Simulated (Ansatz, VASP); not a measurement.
## MgS: VASP beside Ansatz

```
Mg S
1.0
     0.00000    2.79695    2.79695
     2.79695    0.00000    2.79695
     2.79695    2.79695    0.00000
Mg S
1 1
Cartesian
  0.0000 0.0000 0.0000
  1.3985 1.3985 1.3985
```

The cell was built by a generator and needn't be a form met in nature.

Alike in both runs: functional LDA; k mesh 8 × 8 × 8; occupations gaussian, width 0.02 eV; no spin polarisation.

Ansatz relaxed the structure, and its values are those at the end. VASP's run is a single point on that final structure, the one shown.

|  | VASP | Ansatz |
| --- | --- | --- |
| version | VASP 6.6.1 | Ansatz 0.2.0 |
| potentials or method | VASP PAW LDA potentials, release 64 (Mg, S) | scalar-relativistic, plane waves, PAW |
| plane-wave cutoff (eV) | 520 | 420 |
| valence electrons in the cell | 8 | 16 |

|  | VASP | Ansatz | Ansatz less VASP |
| --- | --- | --- | --- |
| gap on the k mesh at the Fermi level (eV) | 3.38 | 3.36 | -0.012 |
| least direct gap on the mesh (eV) | 3.38 | 3.36 | -0.012 |
| pressure (GPa) | -0.3 | 0.0 | +0.35 |

The two sets of potentials don't hold the same shells in valence. Ansatz warned: «pseudo_functional_mismatch».

A k mesh can miss the band edges. As with any semilocal functional, this LDA gap is likely too small.
